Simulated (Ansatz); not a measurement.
¹⁷O nuclear quadrupole resonance in SiO₂

Cell: an entry of the Crystallography Open Database (COD), ions relaxed with PBE at fixed cell.

```cif
data_SiO2
_symmetry_space_group_name_H-M 'P4_12_12'
_symmetry_Int_Tables_number 92
_cell_length_a 4.9820
_cell_length_b 4.9820
_cell_length_c 6.9630
_cell_angle_alpha 90.000
_cell_angle_beta 90.000
_cell_angle_gamma 90.000
loop_
_atom_site_label
_atom_site_type_symbol
_atom_site_symmetry_multiplicity
_atom_site_Wyckoff_symbol
_atom_site_fract_x
_atom_site_fract_y
_atom_site_fract_z
Si Si 4 a 0.3039 0.3039 0.0000
O O 8 b 0.2373 0.1140 0.1837
```

One atom of each set is listed.

Computed with Ansatz: DFT, r2SCAN, plane waves and PAW, scalar-relativistic, 500 eV cutoff, Γ-centred 5×5×4 k-points, Fermi–Dirac smearing 0.02 eV.

¹⁷O: I = 5/2, Q = -25.58 mb (year-2017 value). Static lattice, zero field.

Task: The simulated lines lie at 0.901, 1.73 MHz. What are |C_Q|, η and |V_zz| at O?

Result: For I = 5/2 and η = 0 the lines are 3|C_Q|/20 and twice that; η pulls their ratio below 2. Here |C_Q| = 5.80 MHz, η = 0.18 and |V_zz| = 9.38 × 10²¹ V/m². The calculation gives V_zz positive; the lines don't show the sign. The site has 2 Si at 1.63 Å, angle 143°.

At O V_zz runs parallel to the line that joins its two neighbours (within 1°).

The largest force is 0.3 eV/Å, so the atoms aren't at the calculated equilibrium and relaxing them would move these values.
